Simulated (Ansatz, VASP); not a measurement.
## V: VASP beside Ansatz

The input INCAR:

```
SYSTEM = V
PREC     = Accurate       ! precision mode
ENCUT    = 520            ! plane-wave cutoff, eV
EDIFF    = 1E-6           ! SCF threshold, eV
ISMEAR   = -1             ! smearing method
SIGMA    = 0.1            ! smearing width, eV
LREAL    = .FALSE.        ! projectors in reciprocal space
LASPH    = .TRUE.         ! aspherical terms in the spheres
NELM     = 100            ! most SCF steps
ALGO     = Normal         ! electronic algorithm
ISIF     = 2              ! what is computed and relaxed
LWAVE    = .FALSE.        ! write WAVECAR
LCHARG   = .FALSE.        ! write CHGCAR
GGA      = CA             ! functional
NBANDS   = 12             ! bands
```

The input KPOINTS:

```
Automatic mesh
0
G
  25 25 25
  0 0 0
```

Contents of POSCAR:

```
V
1.0
   -1.4438698689      1.4438698689      1.4438698689
    1.4438698689     -1.4438698689      1.4438698689
    1.4438698689      1.4438698689     -1.4438698689
V
1
Direct
    0.0000000000      0.0000000000      0.0000000000
```

Input for Ansatz:

```yaml
crystal:
  lattice:
    - [-1.4438698689, 1.4438698689, 1.4438698689]
    - [1.4438698689, -1.4438698689, 1.4438698689]
    - [1.4438698689, 1.4438698689, -1.4438698689]
  atoms:
    - { symbol: V, position: [0.0, 0.0, 0.0] }
hamiltonian:
  xc: lda
  pseudopotentials:
    kind: paw
    azcp:
      V: "pseudopotentials/V.paw.azcp"
basis:
  ecutwfc: 420
  fft_grid_basis: typed
kpoints:
  mp_grid: { grid: [25, 25, 25], shift: [0, 0, 0] }
magnetization:
  spin_polarized: false
scf:
  occupations: { method: fermi_dirac, width: 0.1 }
output:
  stress: true
```

Alike in both runs: task single point; functional LDA; k mesh 25 × 25 × 25; occupations fermi-dirac, width 0.1 eV; no spin polarisation.

|  | VASP | Ansatz |
| --- | --- | --- |
| version | VASP 6.6.1 | Ansatz 0.2.0 |
| potentials or method | VASP PAW LDA potentials, release 64 (V_sv) | plane waves (420 eV) with PAW, scalar-relativistic |
| plane-wave cutoff (eV) | 520 | 420 |
| valence electrons in the cell | 13 | 13 |

VASP gave:

| Quantity | Value |
| --- | --- |
| pressure (GPa) | 9.8 |

Q: Which values does Ansatz return?

A: Pressure (GPa): 9.2.

Ansatz warned: «pseudo_functional_mismatch».
